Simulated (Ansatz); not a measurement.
The system is BaTe.

```
Ba Te
1.0
     0.00000    3.41000    3.41000
     3.41000    0.00000    3.41000
     3.41000    3.41000    0.00000
Ba Te
1 1
Direct
  0.00000 0.00000 0.00000
  0.50000 0.50000 0.50000
```

Base run:

| Item | Value |
| --- | --- |
| Program | Ansatz 0.2.0 |
| Functional | PBE |
| Potentials or basis | all-electron LAPW, scalar-relativistic |
| Cutoff | 136 eV (chosen from the basis error) |
| Basis error allowed | 0.001 eV/atom |
| k mesh | 7 × 7 × 7 |
| Occupations | gaussian, width 0.02 eV |
| Spin | no spin polarisation |

Its results: band gap on the k mesh 1.48 eV, indirect (least direct gap 1.82 eV); pressure 3.8 GPa.

Task: The run is repeated on the same cell with these changes: functional from PBE to RPBE; occupations from gaussian, width 0.02 eV to gaussian, width 0.1 eV. What comes out?

Result: Band gap on the k mesh 1.59 eV, indirect (least direct gap 1.93 eV); pressure 5.2 GPa.

Caveats: spin-orbit coupling is left out, which moves the levels of the heavy elements; an odd mesh through Γ misses points on the zone boundary, where band edges often lie.
